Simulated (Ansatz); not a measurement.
Crystal: CdGeAs2.

```xyz
8
Lattice="-2.9889 2.9889 5.6643 2.9889 -2.9889 5.6643 2.9889 2.9889 -5.6643" Properties=species:S:1:pos:R:3 pbc="T T T"
Cd    0.0000    0.0000    5.6643
Cd    2.9889    0.0000    2.8321
As    1.4944    1.3224   -1.4161
As    1.6665   -1.4944    7.0804
As    1.4944    1.6665    4.2482
As    1.3224    4.4833    1.4161
Ge    0.0000    2.9889    2.8321
Ge    0.0000    0.0000    0.0000
```

The cell is a database's computed one.

Base run:

```yaml
Program: Ansatz 0.2.0
Functional: r2SCAN
Potentials_or_basis: Ansatz PAW
Cutoff: "500 eV (not typed: the program's choice for these potentials)"
k_mesh: 6 × 6 × 6
Occupations: fermi-dirac, width 0.05 eV
Spin: no spin polarisation
```

Its results: band gap on the k mesh 0.10 eV, direct; pressure -0.1 GPa; largest force 0.009 eV/Å.

Question: The run is repeated on the same cell with these changes: functional from r2SCAN to PBE; cutoff from 500 eV (not typed: the program's choice for these potentials) to 420 eV (not typed: the program's choice for these potentials). What comes out?

Answer: Band gap on the k mesh 0.19 eV, indirect (least direct gap 0.21 eV); pressure 2.2 GPa; largest force 0.143 eV/Å.

Caveats: the PAW data sets come from PBE, with cores solved anew for the run's functional, which leaves a small shift of forces and pressure (some runs); the k mesh misses the band edges, so the gap on the mesh is wider than the one along the path (some runs).
